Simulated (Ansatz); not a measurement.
Start from `O=C[CH2][ZnH]` and change one atom or group to get `CCC=O`.

Ansatz, PBE0-D4/def2-TZVP geometries, multiplicity 1. Each molecule was computed in one conformer, which needn't be the lowest.

Scalar relativity is left out up to krypton.

| property | `O=C[CH2][ZnH]` |
| --- | --- |
| LUMO energy (PBE/def2-TZVPP) / eV | -1.93 |
| size of the dipole moment (PBE/def2-TZVPP) / D | 3.10 |
| HOMO–LUMO gap (ωB97M-V/def2-TZVPP) / eV | 9.92 |
| LUMO energy (B3LYP/def2-TZVPP) / eV | -1.33 |
| HOMO energy (PBE0/def2-TZVPP) / eV | -7.09 |
| HOMO energy (B3LYP/def2-TZVPP) / eV | -6.87 |

Give the same properties after the change, and the shifts. (An estimate is asked.)

Ansatz gave: 
| property | `CCC=O` | shift |
| --- | --- | --- |
| LUMO energy (PBE/def2-TZVPP) / eV | -1.89 | 0.04 |
| size of the dipole moment (PBE/def2-TZVPP) / D | 2.77 | -0.33 |
| HOMO–LUMO gap (ωB97M-V/def2-TZVPP) / eV | 11.38 | 1.46 |
| LUMO energy (B3LYP/def2-TZVPP) / eV | -0.98 | 0.35 |
| HOMO energy (PBE0/def2-TZVPP) / eV | -7.38 | -0.29 |
| HOMO energy (B3LYP/def2-TZVPP) / eV | -7.16 | -0.29 |

With PBE0 the HOMO falls by 0.29 eV and the LUMO rises by 0.37 eV, so the gap widens by about 0.66 eV. PBE moves the HOMO by -0.24 eV and ωB97M-V by -0.32 eV. Dipoles are sizes alone; their direction can turn.

B3LYP here is the variant with VWN-RPA as its local correlation; programs differ in this.

Positive LUMOs are unbound, so they and the gaps depend on the basis.
